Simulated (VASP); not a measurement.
A run of VASP 6.6.1 is set up as follows.

The input POSCAR:

```
MgTe
1.0
    0.0000000000      3.2319988239      3.2319988239
    3.2319988239      0.0000000000      3.2319988239
    3.2319988239      3.2319988239      0.0000000000
Te Mg
1 1
Direct
    0.2500000000      0.2500000000      0.2500000000
    0.0000000000      0.0000000000      0.0000000000
```

Contents of INCAR.step1:

```
SYSTEM = MgTe
PREC = Accurate
ENCUT = 450
EDIFF = 1E-8
ISMEAR = 0
SIGMA = 0.01
LREAL = .FALSE.
LASPH = .TRUE.
NELM = 80
ALGO = Normal
LWAVE = .TRUE.
LCHARG = .FALSE.
GGA = PS
```

The input INCAR.step2:

```
SYSTEM = MgTe
PREC = Accurate
ENCUT = 450
EDIFF = 1E-8
ISMEAR = 0
SIGMA = 0.01
LREAL = .FALSE.
LASPH = .TRUE.
NELM = 1
ALGO = Exact
LWAVE = .TRUE.
LCHARG = .FALSE.
GGA = PS
NBANDS = 285
LOPTICS = .TRUE.
ISTART = 1
```

Contents of INCAR.step3:

```
SYSTEM = MgTe
PREC = Accurate
ENCUT = 450
EDIFF = 1E-8
ISMEAR = 0
SIGMA = 0.01
LREAL = .FALSE.
LASPH = .TRUE.
ALGO = EVGW0
LWAVE = .TRUE.
LCHARG = .FALSE.
GGA = PS
NELMGW = 1
NBANDS = 285
ENCUTGW = 150
NOMEGA = 64
PRECFOCK = Fast
ISTART = 1
NBANDSGW = 12
```

File INCAR.step4:

```
SYSTEM = MgTe
PREC = Accurate
ENCUT = 450
EDIFF = 1E-8
ISMEAR = 0
SIGMA = 0.01
LREAL = .FALSE.
LASPH = .TRUE.
ALGO = BSE
LWAVE = .FALSE.
LCHARG = .FALSE.
GGA = PS
NBANDS = 285
ENCUTGW = 150
NBANDSO = 4
NBANDSV = 4
ANTIRES = 0
OMEGAMAX = 20
PRECFOCK = Fast
ISTART = 1
NBSEEIG = 10
```

File KPOINTS:

```
regular mesh
0
G
  4 4 4
  0 0 0
```

Potentials or basis: VASP PAW PBE potentials, release 64 (Te_GW, Mg_GW).

Command:

```bash
$ cat potpaw_PBE.64/Te_GW/POTCAR potpaw_PBE.64/Mg_GW/POTCAR > POTCAR
$ cp INCAR.step1 INCAR
$ mpirun -np 1 vasp_std > vasp.out
$ cp INCAR.step2 INCAR
$ mpirun -np 1 vasp_std > vasp.out
$ cp INCAR.step3 INCAR
$ mpirun -np 1 vasp_std > vasp.out
$ cp INCAR.step4 INCAR
$ mpirun -np 1 vasp_std > vasp.out
```

Predict the quasiparticle gap.

3.66 eV.

What does it give for the least direct quasiparticle gap?

3.66 eV.

Estimate the band gap on the k mesh, mean-field level.

2.29 eV, direct.

Dielectric function (mean over the directions given):
```
energy (eV)  real part  imaginary part
       0.32       6.66            0.02
       0.80       6.81            0.05
       1.28       7.13            0.09
       1.76       7.69            0.15
       2.32       8.92            0.32
       2.80      11.43            0.96
       3.28       5.49           12.65
       3.76      12.35            2.29
       4.32      -2.08           46.48
       4.80       0.27            5.02
       5.29     -12.95           15.06
       5.85      -4.62            4.53
       6.33      -1.85            3.63
       6.81      -3.23            7.91
       7.29      -2.70            3.04
       7.85      -2.27            2.05
       8.33      -0.53            1.74
       8.81      -3.04            4.18
       9.37      -1.73            1.82
       9.85      -2.22            0.79
      10.33      -1.66            0.21
      10.81      -1.13            0.13
      11.37      -0.73            0.06
      11.85      -0.50            0.04
      12.33      -0.31            0.04
      12.89      -0.12            0.04
      13.37      -0.04            0.11
      13.85       0.07            0.06
      14.33       0.14            0.13
      14.89       0.23            0.06
      15.38       0.13            0.25
      15.86       0.21            0.11
      16.42       0.30            0.12
      16.90       0.31            0.05
      17.38       0.33            0.04
      17.86       0.40            0.01
      18.42       0.46            0.01
      18.90       0.49            0.01
      19.38       0.53            0.02
      19.94       0.55            0.01
```

Caveat: the k mesh is coarse (spacing up to 0.42 Å⁻¹), so the values aren't converged; bands, screening cutoff and mesh are small and nothing is extrapolated, so the quasiparticle values aren't converged; spectra need much finer meshes, so this one isn't converged; spin-orbit coupling is left out, which moves the levels of the heavy elements. A k mesh can miss the band edges.
